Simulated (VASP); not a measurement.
# Mo (Im-3m) in VASP: a series of runs

Runs on Mo. Level: PBE. Tasks: single point.

Everything below comes from runs of VASP 6.6.1. Logs are shortened: lines on timing, memory, paths and dates and some standing lists are left out, and cuts for length are marked.

## Step 1: Starting point

The structure is cubic, space group Im-3m (No. 229). The conventional cell has a = 3.168 Å, b = 3.168 Å, c = 3.168 Å, α = 90.00°, β = 90.00°, γ = 90.00°. Mo (site symmetry m-3m) is surrounded by 8 Mo at 2.74 Å.

## Step 2: Single point, PBE

The input, INCAR:

```
ADDGRID = F
ALGO = Normal
EDIFF = 0.001
ENCUT = 450
GGA = PE
ISIF = 2
ISMEAR = 1
LASPH = T
LCHARG = F
LREAL = F
LWAVE = F
NBANDS = 13
NELM = 100
PREC = Accurate
SIGMA = 0.2
```

The input, KPOINTS:

```
k-points
0
Gamma
  11 11 11
```

The input, POSCAR:

```
Mo
1.0
   -1.5838089719      1.5838089719      1.5838089719
    1.5838089719     -1.5838089719      1.5838089719
    1.5838089719      1.5838089719     -1.5838089719
Mo
1
Direct
    0.0000000000      0.0000000000      0.0000000000
```

Potentials or basis: VASP PAW PBE potentials, release 64 (Mo_sv).

Command:

```sh
cat potpaw_PBE.64/Mo_sv/POTCAR > POTCAR
mpirun -np 1 vasp_std > vasp.out
```

OUTCAR:

```text
EDIFF = 0.001
   ENCUT = 450
   GGA = PE
   ISIF = 2
   ISMEAR = 1
   LASPH = T
   LREAL = F
   NELM = 100
   PREC = Accurate

 Found     56 irreducible k-points:

 Following reciprocal coordinates:
            Coordinates               Weight
  0.000000  0.000000  0.000000      1.000000
  0.090909  0.000000  0.000000     12.000000
  0.181818  0.000000  0.000000     12.000000
  0.272727  0.000000  0.000000     12.000000
  0.363636  0.000000  0.000000     12.000000
  0.454545  0.000000  0.000000     12.000000
   k-points           NKPTS =     56   k-points in BZ     NKDIM =     56   number of bands    NBANDS=     13
   number of dos      NEDOS =    301   number of ions     NIONS =      1
   total plane-waves  NPLWV =   8000
   dimension x,y,z NGX =    20 NGY =   20 NGZ =   20
   dimension x,y,z NGXF=    40 NGYF=   40 NGZF=   40
   ions per type =               1
   NGX,Y,Z   is equivalent  to a cutoff of  12.12, 12.12, 12.12 a.u.
   NGXF,Y,Z  is equivalent  to a cutoff of  24.24, 24.24, 24.24 a.u.
 SYSTEM =  unknown system
   PREC   = accura    normal or accurate (medium, high low for compatibility)
   ISTART =      0    job   : 0-new  1-cont  2-samecut
   ICHARG =      2    charge: 1-file 2-atom 10-const
   ISPIN  =      1    spin polarized calculation?
   LNONCOLLINEAR =      F non collinear calculations
   LSORBIT =      F    spin-orbit coupling
   LASPH  =      T    aspherical Exc in radial PAW
   ENCUT  =  450.0 eV  33.07 Ry    5.75 a.u.   4.74  4.74  4.74*2*pi/ulx,y,z
   NELM   =    100;   NELMIN=  2; NELMDL= -5     # of ELM steps
   EDIFF  = 0.1E-02   stopping-criterion for ELM
   LREAL  =      F    real-space projection
   EDIFFG = 0.1E-01   stopping-criterion for IOM
   NSW    =      0    number of steps for IOM
   IBRION =     -1    ionic relax: 0-MD 1-quasi-New 2-CG
   NFREE  =      0    steps in history (QN), initial steepest desc. (CG)
   ISIF   =      2    stress and relaxation
   ISYM   =      2    0-nonsym 1-usesym 2-fastsym
   POTIM  = 0.5000    time-step for ionic-motion
   TEBEG  =    0.0;   TEEND  =   0.0 temperature during run
   PSTRESS=    0.0 pullay stress
   NELECT =      14.0000    total number of electrons
   NUPDOWN=      -1.0000    fix difference up-down
   EMIN   =  10.00;   EMAX   =-10.00  energy-range for DOS
   EFERMI =   0.00;   METHOD = LEGACY
   ISMEAR =     1;   SIGMA  =   0.20  broadening in eV -4-tet -1-fermi 0-gaus
   EFERMI_NEDOS =   21; number of points for ismear=-14 and -15
   IALGO  =     38    algorithm
   IMIX   =      4    mixing-type and parameters
     AMIX     =   0.40;   BMIX     =  1.00
     AMIX_MAG =   1.60;   BMIX_MAG =  1.00
  volume/ion in A,a.u.               =      15.89       107.24
  Fermi-wavevector in a.u.,A,eV,Ry     =   1.569380  2.965698 33.510508  2.462953
  Thomas-Fermi vector in A             =   2.671271
   LORBIT       =      0    0 simple, 1 ext, 2 COOP (PROOUT), +10 PAW based schemes
   GGA     = PE    functional components
   LHFCALC =     F    Hartree Fock is set to
   AEXX    =    0.0000 exact exchange contribution
   IVDW    =     0    specifies the selected vdW correction
   LEPSILON=     F    determine dielectric tensor
   LRPA    =     F    only Hartree local field effects (RPA)
 non-spin polarized calculation
 Methfessel and Paxton  Order N= 1 SIGMA  =   0.20
  energy-cutoff  :      450.00
  volume of cell :       15.89
 maximum number of plane-waves:       370
   NGX =  9   NGY =  9   NGZ =  9

 number of electron      14.0000005 magnetization

 Free energy of the ion-electron system (eV)
  ---------------------------------------------------
  ext. energy  EPLUGINS =         0.00000000
  ---------------------------------------------------
  free energy    TOTEN  =       -10.91209492 eV

  energy without entropy =      -10.90731577  energy(sigma->0) =      -10.91050187

 E-fermi :  12.2394     XC(G=0): -13.2979

 val. band max:       12.2108143401   @ k =  -0.1818   0.1818   0.1818
 cond. band min:      12.2421686785   @ k =   0.3636   0.0909   0.0909
 fundamental gap:      0.0313543383
 Fermi energy:        12.2393941121

 k-point     1 :       0.0000    0.0000    0.0000
  band No.  band energies     occupation
      1     -48.9415      2.00000
      2     -22.2482      2.00000
      3     -22.2482      2.00000
      4     -22.2482      2.00000
      5       5.1488      2.00000
      6      10.9999      2.00000
      7      10.9999      2.00000
      8      10.9999      2.00000
      9      13.9647     -0.00000
     10      13.9647     -0.00000
     11      27.1363      0.00000
     12      27.1363      0.00000
     13      27.1363      0.00000

 k-point     2 :       0.0909    0.0000    0.0000
  band No.  band energies     occupation
      1     -48.9222      2.00000
      2     -22.3605      2.00000
      3     -22.2829      2.00000
      4     -22.2489      2.00000
      5       5.5026      2.00000
      6      10.8038      2.00000
      7      10.9610      2.00000
      8      11.3339      2.00000
      9      13.6987     -0.00000
     10      13.9719     -0.00000
     11      27.3828      0.00000
     12      27.7354      0.00000
     13      27.7854      0.00000
[... 33 lines left out ...]
 k-point     5 :       0.3636    0.0000    0.0000
  band No.  band energies     occupation
      1     -48.7372      2.00000
      2     -23.3602      2.00000
      3     -22.6017      2.00000
      4     -22.2568      2.00000
      5       7.3340      2.00000
      6       9.2949      2.00000
      7      12.1074      1.89028
      8      13.8847     -0.00000
      9      14.3883     -0.00000
     10      15.4594     -0.00000
     11      25.3181      0.00000
     12      25.7533      0.00000
     13      31.9765      0.00000

 k-point     6 :       0.4545    0.0000    0.0000
  band No.  band energies     occupation
      1     -48.6987      2.00000
      2     -23.5522      2.00000
      3     -22.6646      2.00000
      4     -22.2584      2.00000
      5       7.1389      2.00000
      6       9.0402      2.00000
      7      13.5331     -0.00000
      8      14.0817     -0.00000
      9      14.5718     -0.00000
     10      16.7610      0.00000
     11      23.9972      0.00000
     12      24.3838      0.00000
     13      29.7942      0.00000

 [... further k-points ...]

------------------------ aborting loop because EDIFF is reached ----------------------------------------

  FORCE on cell =-STRESS in cart. coord.  units (eV):
  Direction    XX          YY          ZZ          XY          YZ          ZX
  --------------------------------------------------------------------------------------
  -------------------------------------------------------------------------------------
  Total       -0.1420523     -0.1420523     -0.1420523      0.0000000      0.0000000     -0.0000000
  in kB      -14.3215668    -14.3215668    -14.3215668      0.0000000      0.0000000     -0.0000000
  external PRESSURE =     -14.3215668 kB  Pullay stress =       0.0000000 kB

 VOLUME and BASIS-vectors are now :
 -----------------------------------------------------------------------------
  energy-cutoff  :      450.00
  volume of cell :       15.89
      direct lattice vectors                 reciprocal lattice vectors
    -1.583808972  1.583808972  1.583808972     0.000000000  0.315694638  0.315694638
     1.583808972 -1.583808972  1.583808972     0.315694638  0.000000000  0.315694638
     1.583808972  1.583808972 -1.583808972     0.315694638  0.315694638  0.000000000

 POSITION                                       TOTAL-FORCE (eV/Angst)
 -----------------------------------------------------------------------------------
      0.00000      0.00000      0.00000         0.000000      0.000000      0.000000
 -----------------------------------------------------------------------------------
    total drift:                                0.000000     -0.000000      0.000000

  FREE ENERGIE OF THE ION-ELECTRON SYSTEM (eV)
  ---------------------------------------------------
  free  energy   TOTEN  =       -10.9120949182 eV

  energy  without entropy=      -10.9073157734  energy(sigma->0) =      -10.91050187
```

OSZICAR:

```text
N       E                     dE             d eps       ncg     rms          rms(c)
DAV:   1     0.784433662420E+02    0.78443E+02   -0.74694E+03  1493   0.992E+02
DAV:   2    -0.106197346126E+02   -0.89063E+02   -0.85833E+02  1686   0.285E+02
DAV:   3    -0.115866679835E+02   -0.96693E+00   -0.96349E+00  1636   0.294E+01
DAV:   4    -0.115888255919E+02   -0.21576E-02   -0.21576E-02  1621   0.170E+00
DAV:   5    -0.115888370511E+02   -0.11459E-04   -0.11460E-04  1153   0.116E-01    0.141E+01
DAV:   6    -0.109980203077E+02    0.59082E+00   -0.73428E-01  1506   0.105E+01    0.378E+00
DAV:   7    -0.109154334573E+02    0.82587E-01   -0.15467E-01  1596   0.459E+00    0.102E+00
DAV:   8    -0.109121887757E+02    0.32447E-02   -0.50043E-03  1506   0.899E-01    0.208E-01
DAV:   9    -0.109120949182E+02    0.93858E-04   -0.29758E-04   748   0.217E-01
   1 F= -.10912095E+02 E0= -.10910502E+02  d E =-.477914E-02
```

stdout:

```text
POSCAR found type information on POSCAR Mo
 POSCAR found :  1 types and       1 ions
 scaLAPACK will be used
 LDA part: xc-table for (Slater+PW92), standard interpolation
 POSCAR, INCAR and KPOINTS ok, starting setup
 FFT: planning ... GRIDC
 FFT: planning ... GRID_SOFT
 FFT: planning ... GRID
 WAVECAR not read
 entering main loop
```

It took 4.1 s on 1 thread of Intel Xeon 6975P-C (Granite Rapids), shared host; peak memory 0.12 GiB.

The run converged, but some of its settings lie outside the range that counts as converged, so its numbers aren't taken as properties of the crystal.

Results:

* Free energy: -10.9121 eV
* Pressure: -1.4 GPa
* Band gap on the k mesh: none (metal or under the smearing width)

## Step 3: Single point, PBE

INCAR is that of step 2.

KPOINTS is that of step 2.

The input, POSCAR:

```
Mo
1.0
   -1.6018940000      1.6123050000      1.5868230000
    1.5840600000     -1.5829550000      1.5396390000
    1.5998790000      1.5809390000     -1.5574730000
Mo
1
Direct
   -0.0100820000     -0.0008690000      0.0196120000
```

Potentials or basis: VASP PAW PBE potentials, release 64 (Mo_sv).

Command:

```sh
cat potpaw_PBE.64/Mo_sv/POTCAR > POTCAR
mpirun -np 1 vasp_std > vasp.out
```

OUTCAR:

```text
EDIFF = 0.001
   ENCUT = 450
   GGA = PE
   ISIF = 2
   ISMEAR = 1
   LASPH = T
   LREAL = F
   NELM = 100
   PREC = Accurate

 Found    666 irreducible k-points:

 Following reciprocal coordinates:
            Coordinates               Weight
  0.000000  0.000000  0.000000      1.000000
  0.090909 -0.000000  0.000000      2.000000
  0.181818 -0.000000  0.000000      2.000000
  0.272727 -0.000000  0.000000      2.000000
  0.363636  0.000000  0.000000      2.000000
  0.454545  0.000000  0.000000      2.000000
   k-points           NKPTS =    666   k-points in BZ     NKDIM =    666   number of bands    NBANDS=     13
   number of dos      NEDOS =    301   number of ions     NIONS =      1
   total plane-waves  NPLWV =   8000
   dimension x,y,z NGX =    20 NGY =   20 NGZ =   20
   dimension x,y,z NGXF=    40 NGYF=   40 NGZF=   40
   ions per type =               1
   NGX,Y,Z   is equivalent  to a cutoff of  11.99, 12.23, 12.15 a.u.
   NGXF,Y,Z  is equivalent  to a cutoff of  23.99, 24.47, 24.31 a.u.
 SYSTEM =  unknown system
   PREC   = accura    normal or accurate (medium, high low for compatibility)
   ISTART =      0    job   : 0-new  1-cont  2-samecut
   ICHARG =      2    charge: 1-file 2-atom 10-const
   ISPIN  =      1    spin polarized calculation?
   LNONCOLLINEAR =      F non collinear calculations
   LSORBIT =      F    spin-orbit coupling
[... 68 lines left out ...]
      8      11.1828      2.00000
      9      13.8196     -0.00000
     10      14.1168     -0.00000
     11      26.9271      0.00000
     12      27.0281      0.00000
     13      27.4759      0.00000
[... 66 lines left out ...]
  band No.  band energies     occupation
      1     -48.7132      2.00000
      2     -23.5301      2.00000
      3     -22.6402      2.00000
      4     -22.2496      2.00000
      5       7.1413      2.00000
      6       8.9272      2.00000
      7      13.4801     -0.00000
      8      14.1592     -0.00000
      9      14.7564     -0.00000
     10      16.6793      0.00000
     11      23.8327      0.00000
     12      24.5063      0.00000
     13      29.7329      0.00000

 [... further k-points ...]

------------------------ aborting loop because EDIFF is reached ----------------------------------------

  FORCE on cell =-STRESS in cart. coord.  units (eV):
  Direction    XX          YY          ZZ          XY          YZ          ZX
  --------------------------------------------------------------------------------------
  -------------------------------------------------------------------------------------
  Total       -0.2601272     -0.3344114      0.1728306      0.0037555     -0.0780937      0.0448830
  in kB      -26.2257458    -33.7149941     17.4245989      0.3786211     -7.8733243      4.5250514
  external PRESSURE =     -14.1720470 kB  Pullay stress =       0.0000000 kB

 VOLUME and BASIS-vectors are now :
 -----------------------------------------------------------------------------
  energy-cutoff  :      450.00
  volume of cell :       15.89
      direct lattice vectors                 reciprocal lattice vectors
    -1.601894000  1.612305000  1.586823000     0.001971750  0.310249238  0.316949110
     1.584060000 -1.582955000  1.539639000     0.315876418 -0.002757309  0.321678072
     1.599879000  1.580939000 -1.557473000     0.314268351  0.313370033 -0.001149142

 POSITION                                       TOTAL-FORCE (eV/Angst)
 -----------------------------------------------------------------------------------
      0.02832      0.04548      3.07858         0.000000      0.000000     -0.000000
 -----------------------------------------------------------------------------------
    total drift:                                0.000001      0.000000     -0.000005

  FREE ENERGIE OF THE ION-ELECTRON SYSTEM (eV)
  ---------------------------------------------------
  free  energy   TOTEN  =       -10.9080612451 eV

  energy  without entropy=      -10.9054477214  energy(sigma->0) =      -10.90719007
```

stdout:

```text
POSCAR found type information on POSCAR Mo
 POSCAR found :  1 types and       1 ions
 scaLAPACK will be used
 LDA part: xc-table for (Slater+PW92), standard interpolation
 POSCAR, INCAR and KPOINTS ok, starting setup
 FFT: planning ... GRIDC
 FFT: planning ... GRID_SOFT
 FFT: planning ... GRID
 WAVECAR not read
 entering main loop
```

It took 26 s on 1 thread of Intel Xeon 6975P-C (Granite Rapids), shared host; peak memory 0.21 GiB.

The run converged, but some of its settings lie outside the range that counts as converged, so its numbers aren't taken as properties of the crystal.

Results:

```
Free energy            : -10.9081 eV
Pressure               : -1.4 GPa
Band gap on the k mesh : none (metal or under the smearing width)
```

## Step 4: Single point, PBE

Edit INCAR of step 3 so:

```diff
@@ -2,3 +2,3 @@
 ALGO = Normal
-EDIFF = 0.001
+EDIFF = 1E-4
 ENCUT = 450
```

KPOINTS is that of step 3.

The input, POSCAR:

```
Mo
1.0
   -1.5838089719      1.5838089719      1.5838089719
    1.5838089719     -1.5838089719      1.5838089719
    1.5838089719      1.5838089719     -1.5838089719
Mo
1
Direct
    0.0000000000      0.0000000000      0.0000000000
```

Command:

```sh
cat potpaw_PBE.64/Mo_sv/POTCAR > POTCAR
mpirun -np 1 vasp_std > vasp.out
```

It took 3.3 s on 1 thread of Intel Xeon 6975P-C (Granite Rapids), shared host; peak memory 0.12 GiB.

These settings aren't checked as converged: the numbers below hold their error.

Results:

```yaml
Free_energy: -10.9121 eV
Pressure: -1.6 GPa
Band_gap_on_the_k_mesh: none (metal or under the smearing width)
```

(Part 1 of 2 ends here.)
